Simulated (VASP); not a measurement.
Input of a VASP 6.6.1 run:

The input INCAR:

```
SYSTEM = InAs
  PREC = Accurate
  ENCUT = 520
  EDIFF = 1E-6
  ISMEAR = 0
  SIGMA = 0.02
  LREAL = .False.
  LASPH = .True.
  NELM = 60
  ALGO = Normal
  ISIF = 2
  LWAVE = .False.
  LCHARG = .False.
  LOPTICS = .True.
  NBANDS = 41
  NEDOS = 2000
  CSHIFT = 0.05
```

Contents of KPOINTS:

```
Automatic mesh
0
Gamma
  8 8 8
  0 0 0
```

The input POSCAR:

```
InAs
1.0
    0.0000000000      2.8773040000      2.8773040000
    2.8773040000      0.0000000000      2.8773040000
    2.8773040000      2.8773040000      0.0000000000
In As
1 1
Direct
    0.5000000000      0.5000000000      0.5000000000
    0.0000000000      0.0000000000      0.0000000000
```

Potentials or basis: VASP PAW LDA potentials, release 64 (In_d, As).

Launch:

```bash
$ cat potpaw_LDA.64/In_d/POTCAR potpaw_LDA.64/As/POTCAR > POTCAR
$ mpirun -np 1 vasp_std > vasp.out
```

What does it give for the pressure?

-5.0 GPa.

Predict the band gap on the k mesh.

none (metal or under the smearing width).

Dielectric function (mean over the directions given):
```tsv
energy (eV)	real part	imaginary part
0.28	25.61	0.22
0.95	34.83	1.68
1.61	13.80	62.95
2.27	-26.89	14.38
2.93	-15.97	6.76
3.59	-2.73	5.78
4.35	1.63	7.19
5.01	-6.22	6.03
5.67	-0.97	3.86
6.33	1.54	5.70
7.00	-1.79	1.56
7.66	-3.23	1.65
8.41	-1.67	0.88
9.08	-1.16	0.81
9.74	-0.84	0.82
10.40	-0.27	0.64
11.06	-0.47	0.49
11.72	-0.06	0.56
12.48	-0.27	0.32
13.14	0.04	0.43
13.80	0.04	0.27
14.46	0.09	0.35
15.13	0.37	0.26
15.79	0.59	0.36
16.54	0.42	0.25
17.21	0.67	0.33
17.87	0.70	0.82
18.53	0.49	0.31
19.19	0.56	0.38
19.95	0.78	0.47
```

Caveat: spectra need much finer meshes, so this one isn't converged; independent-particle spectra lack excitons; the intraband (Drude) part of a metal's response may be missing.
